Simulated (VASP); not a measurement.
# TiO2 (P4_2/mnm) in VASP: phonons with r2SCAN

Aim: the phonons of TiO2 with r2SCAN.

All numbers are computed with VASP 6.6.1; they aren't measurements. Logs are shortened: lines on timing, memory, paths and dates and some standing lists are left out, and cuts for length are marked.

### 1 Starting point

It takes space group P4_2/mnm (No. 136, tetragonal). Conventional cell: a = 4.592 Å, b = 4.592 Å, c = 2.957 Å, α = 90.00°, β = 90.00°, γ = 90.00°. Ti (site symmetry mmm) has 6 O at 1.95 to 1.98 Å as nearest neighbours. O (site symmetry m2m) has 3 Ti at 1.95 to 1.98 Å as nearest neighbours.

### 2 Phonons, r2SCAN

The input, POSCAR:

```
TiO2
1.0
    4.5922000000      0.0000000000      0.0000000000
    0.0000000000      4.5922000000      0.0000000000
    0.0000000000      0.0000000000      2.9574000000
Ti O
2 4
Direct
    0.0000000000      0.0000000000      0.0000000000
    0.5000000000      0.5000000000      0.5000000000
    0.3049600000      0.3049600000      0.0000000000
    0.1950400000      0.8049600000      0.5000000000
    0.6950400000      0.6950400000      0.0000000000
    0.8049600000      0.1950400000      0.5000000000
```

The input, INCAR.step1:

```
SYSTEM = TiO2
PREC = Accurate
ENCUT = 600
EDIFF = 1E-8
ISMEAR = 0
SIGMA = 0.02
LREAL = .False.
LASPH = .True.
NELM = 80
ALGO = Normal
ISIF = 3
LWAVE = .False.
LCHARG = .False.
METAGGA = R2SCAN
LMIXTAU = .True.
IBRION = 2
NSW = 40
EDIFFG = -0.002
```

The input, INCAR.step2:

```
SYSTEM = TiO2
PREC = Accurate
ENCUT = 600
EDIFF = 1E-8
ISMEAR = 0
SIGMA = 0.02
LREAL = .False.
LASPH = .True.
NELM = 80
ALGO = Normal
ISIF = 2
LWAVE = .False.
LCHARG = .False.
METAGGA = R2SCAN
LMIXTAU = .True.
IBRION = 6
NFREE = 2
POTIM = 0.015
NSW = 1
```

The input, KPOINTS:

```
regular mesh
0
Gamma
  5 5 7
  0 0 0
```

Potentials or basis: VASP PAW PBE potentials, release 64 (Ti_sv, O).

Launch:

```sh
cat potpaw_PBE.64/Ti_sv/POTCAR potpaw_PBE.64/O/POTCAR > POTCAR
cp INCAR.step1 INCAR
mpirun -np 1 vasp_std > vasp.out
cp CONTCAR POSCAR
cp INCAR.step2 INCAR
mpirun -np 1 vasp_std > vasp.out
```

OUTCAR:

```text
SYSTEM = TiO2
   PREC = Accurate
   ENCUT = 600
   EDIFF = 1E-8
   ISMEAR = 0
   LREAL = .False.
   LASPH = .True.
   NELM = 80
   ISIF = 2
   METAGGA = R2SCAN
   IBRION = 6
   NFREE = 2
   POTIM = 0.015
   NSW = 1

 ion  position               nearest neighbor table
   1  0.000  0.000  0.000-   4 1.95   6 1.95   4 1.95   6 1.95   5 1.98   3 1.98
   2  0.500  0.500  0.500-   3 1.95   5 1.95   3 1.95   5 1.95   4 1.98   6 1.98
   3  0.305  0.305  0.000-   2 1.95   2 1.95   1 1.98
   4  0.195  0.805  0.500-   1 1.95   1 1.95   2 1.98
   5  0.695  0.695  0.000-   2 1.95   2 1.95   1 1.98
   6  0.805  0.195  0.500-   1 1.95   1 1.95   2 1.98

  LATTYP: Found a simple tetragonal cell.
 ALAT       =     4.6000974793
 C/A-ratio  =     0.6435779705

  Lattice vectors:

 A1 = (   4.6000974793,   0.0000000000,   0.0000000000)
 A2 = (   0.0000000000,   4.6000974793,   0.0000000000)
 A3 = (   0.0000000000,   0.0000000000,   2.9605213997)

Analysis of symmetry for initial positions (statically):
=====================================================================
 Subroutine PRICEL returns:
 Original cell was already a primitive cell.

 Routine SETGRP: Setting up the symmetry group for a
 simple tetragonal supercell.

 Subroutine GETGRP returns: Found 16 space group operations
 (whereof  8 operations were pure point group operations)
 out of a pool of 16 trial point group operations.

The static configuration has the point symmetry D_2h.
 The point group associated with its full space group is D_4h.

Analysis of symmetry for dynamics (positions and initial velocities):
=====================================================================
 Subroutine PRICEL returns:
 Original cell was already a primitive cell.

 Routine SETGRP: Setting up the symmetry group for a
 simple tetragonal supercell.

 Subroutine GETGRP returns: Found 16 space group operations
 (whereof  8 operations were pure point group operations)
 out of a pool of 16 trial point group operations.

The dynamic configuration has the point symmetry D_2h.
 The point group associated with its full space group is D_4h.
[... 167 lines left out ...]
  external PRESSURE =      -0.1345616 kB  Pullay stress =       0.0000000 kB
[... 307 lines left out ...]
--------------------------------------- Ionic step        9  -------------------------------------------

 number of electron      47.9999990 magnetization

 Free energy of the ion-electron system (eV)
  ---------------------------------------------------
  ext. energy  EPLUGINS =         0.00000000
  ---------------------------------------------------
  free energy    TOTEN  =       -69.80674154 eV

  energy without entropy =      -69.80674154  energy(sigma->0) =      -69.80674154

 E-fermi :   4.6961     XC(G=0): -12.1350

 val. band max:        4.5097675183   @ k =   0.0000   0.0000   0.0000
 cond. band min:       6.7243719372   @ k =   0.0000   0.0000   0.0000
 fundamental gap:      2.2146044189
 Fermi energy:         4.6961070635

 k-point     1 :       0.0000    0.0000    0.0000
  band No.  band energies     occupation
      1     -54.6550      2.00000
      2     -54.6374      2.00000
      3     -29.9176      2.00000
      4     -29.9175      2.00000
      5     -29.7424      2.00000
      6     -29.7421      2.00000
[... 733 lines left out ...]
     27       8.0045      0.00000
     28       8.0627      0.00000

 [... further k-points ...]

------------------------ aborting loop because EDIFF is reached ----------------------------------------

  FORCE on cell =-STRESS in cart. coord.  units (eV):
  Direction    XX          YY          ZZ          XY          YZ          ZX
  --------------------------------------------------------------------------------------
  -------------------------------------------------------------------------------------
  Total        0.0022966      0.0022966     -0.0054262      0.0024658     -0.0802782     -0.0802853
  in kB        0.0587342      0.0587342     -0.1387731      0.0630622     -2.0530798     -2.0532628
  external PRESSURE =      -0.0071016 kB  Pullay stress =       0.0000000 kB
[... 21 lines left out ...]
  FREE ENERGIE OF THE ION-ELECTRON SYSTEM (eV)
  ---------------------------------------------------
  free  energy   TOTEN  =       -69.8067415379 eV

  energy  without entropy=      -69.8067415379  energy(sigma->0) =      -69.80674154

 INTERNAL STRAIN TENSORS FROM DISPLACED ATOMS
 ============================================

 INTERNAL STRAIN TENSOR FOR ION    1 for displacements in x,y,z  (eV/Angst):
          X           Y           Z          XY          YZ          ZX
  --------------------------------------------------------------------------------
  x     0.00000     0.00000     0.00000     0.00000     0.00000     0.00000
  y     0.00000     0.00000     0.00000     0.00000     0.00000     0.00000
  z     0.00000     0.00000     0.00000     0.00000     0.00000     0.00000

 INTERNAL STRAIN TENSOR FOR ION    6 for displacements in x,y,z  (eV/Angst):
          X           Y           Z          XY          YZ          ZX
  --------------------------------------------------------------------------------
  x     4.50798     2.02427     3.96956     1.25987     0.00000     0.00000
  y    -2.02427    -4.50798    -3.96956    -1.25958     0.00000     0.00000
  z     0.00000     0.00000     0.00000     0.00000    -5.35230     5.35277

 Eigenvectors and eigenvalues of the dynamical matrix
 ----------------------------------------------------

   1 f  =   24.315586 THz   152.779332 2PiTHz  811.080639 cm-1   100.561138 meV
             X         Y         Z           dx          dy          dz
      0.000000  0.000000  0.000000    -0.000000    0.000000   -0.000000
      2.300049  2.300049  1.480261     0.000000   -0.000000    0.000000
      1.400912  1.400912  0.000000     0.353553    0.353553    0.000000
      0.899136  3.700961  1.480261     0.353553   -0.353553   -0.000000
      3.199185  3.199185  0.000000    -0.353553   -0.353553    0.000000
      3.700961  0.899136  1.480261    -0.353553    0.353553   -0.000000
[... 145 lines left out ...]
  18 f/i=    0.032079 THz     0.201561 2PiTHz    1.070053 cm-1     0.132670 meV
             X         Y         Z           dx          dy          dz
      0.000000  0.000000  0.000000    -0.234123   -0.497823   -0.000000
      2.300049  2.300049  1.480261    -0.230979   -0.496352   -0.000000
      1.400912  1.400912  0.000000    -0.134142   -0.285838   -0.000000
      0.899136  3.700961  1.480261    -0.133068   -0.285335   -0.000000
      3.199185  3.199185  0.000000    -0.134142   -0.285838   -0.000000
      3.700961  0.899136  1.480261    -0.133068   -0.285335   -0.000000

 ELASTIC MODULI CONTR FROM IONIC RELAXATION (kBar)
 Direction    XX          YY          ZZ          XY          YZ          ZX
 --------------------------------------------------------------------------------
 XX        -355.8632    150.6830   -124.6852      0.0000      0.0000      0.0000
 YY         150.6830   -355.8632   -124.6852     -0.0000     -0.0000     -0.0000
 ZZ        -124.6852   -124.6852   -151.5390      0.0000     -0.0000     -0.0000
 XY           0.0000     -0.0000      0.0000     -8.3880     -0.0000     -0.0000
 YZ           0.0000     -0.0000     -0.0000     -0.0000   -238.3130     -0.0000
 ZX           0.0000     -0.0000     -0.0000     -0.0000     -0.0000   -238.3550
 --------------------------------------------------------------------------------
```

It took 35 min on 1 thread of Intel Xeon Platinum 8488C (Sapphire Rapids), shared host; peak memory 0.35 GiB.

What came out:

```
Relaxed volume                                          : 10.44 Å³/atom
Relaxed cell                                            : a = 4.600 Å, b = 4.600 Å, c = 2.961 Å, α = 90.00°, β = 90.00°, γ = 90.00°
Space group after relaxing (to 0.05 Å)                  : P4_2/mnm (No. 136)
Highest phonon frequency at Γ, LO-TO splitting left out : 811 cm⁻¹
```

Step by step:
| step | energy change (eV) | largest force (eV/Å) | pressure (GPa) | volume (Å³) |
| --- | --- | --- | --- | --- |
| 1 | 0.0000 | 0.0804 | 1.24 | 62.37 |
| 2 | 0.0015 | 0.0599 | -1.86 | 63.10 |
| 3 | -0.0014 | 0.0219 | -0.05 | 62.66 |
| 4 | -0.0014 | 0.0205 | -0.07 | 62.67 |
| 5 | -0.0015 | 0.0018 | -0.02 | 62.65 |
| 6 | -0.0015 | 0.0007 | -0.01 | 62.65 |

Final structure:
```cif
data_structure
_symmetry_space_group_name_H-M 'P 1'
_symmetry_Int_Tables_number 1
_cell_length_a 4.6001
_cell_length_b 4.6001
_cell_length_c 2.9605
_cell_angle_alpha 90.000
_cell_angle_beta 90.000
_cell_angle_gamma 90.000
_cell_volume 62.65
loop_
_atom_site_label
_atom_site_type_symbol
_atom_site_fract_x
_atom_site_fract_y
_atom_site_fract_z
_atom_site_occupancy
Ti1 Ti 0.00000 0.00000 0.00000 1
Ti2 Ti 0.50000 0.50000 0.50000 1
O1 O 0.30454 0.30454 0.00000 1
O2 O 0.19546 0.80454 0.50000 1
O3 O 0.69546 0.69546 0.00000 1
O4 O 0.80454 0.19546 0.50000 1
```

Phonon frequencies in cm⁻¹ (negative: imaginary):
| q point | frequencies |
| --- | --- |
| (0.000, 0.000, 0.000) | -1 -1 -1 101 137 137 140 146 380 380 399 434 457 457 496 496 601 811 |

Caveat: the PAW data sets were made with another functional, which shifts forces and pressure a little.
